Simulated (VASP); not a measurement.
La:

```
CELL_PARAMETERS angstrom
3.79631 0.00000 0.00000
-1.89816 3.28770 0.00000
0.00000 0.00000 12.04126
ATOMIC_POSITIONS crystal
La 0.00000 0.00000 0.00000
La 0.00000 0.00000 0.50000
La 0.33333 0.66667 0.25000
La 0.66667 0.33333 0.75000
```

* Program: VASP 6.6.1
* Task: relaxation of cell and atoms
* Functional: PBEsol
* Potentials or basis: VASP PAW PBE potentials, release 64 (La)
* Cutoff: 600 eV
* k mesh: 12 × 12 × 4
* Occupations: gaussian, width 0.1 eV
* Spin: no spin polarisation

At the start: pressure -2.3 GPa; volume 37.57 Å³/atom.

How do energy, volume and symmetry change on relaxing?

Over 8 steps the energy falls by 27.8 meV/atom and the volume is 34.07 Å³/atom (-9.3 %); space group P6_3/mmc (No. 194, to 0.05 Å).

Step by step:
```
step  energy change (eV)  largest force (eV/Å)  pressure (GPa)  volume (Å³)
   1              0.0000                0.0000           -2.32       150.29
   2             -0.1067                0.0000           -0.48       138.78
   3             -0.1106                0.0000            0.00       136.46
   4             -0.1106                0.0000            0.03       136.19
   5             -0.1110                0.0000            0.02       136.23
   6             -0.1110                0.0000            0.01       136.25
   7             -0.1110                0.0000           -0.02       136.27
   8             -0.1110                0.0000            0.00       136.26
```

Final structure:
```yaml
crystal:
  lattice:
    - [3.65725, 0.00000, 0.00000]
    - [-1.82862, 3.16727, 0.00000]
    - [0.00000, 0.00000, 11.76335]
  atoms:
    - { symbol: La, position: [0.00000, 0.00000, 0.00000] }
    - { symbol: La, position: [0.00000, 0.00000, 0.50000] }
    - { symbol: La, position: [0.33333, 0.66667, 0.25000] }
    - { symbol: La, position: [0.66667, 0.33333, 0.75000] }
```

Caveat: the PAW data sets were made with another functional, which shifts forces and pressure a little.
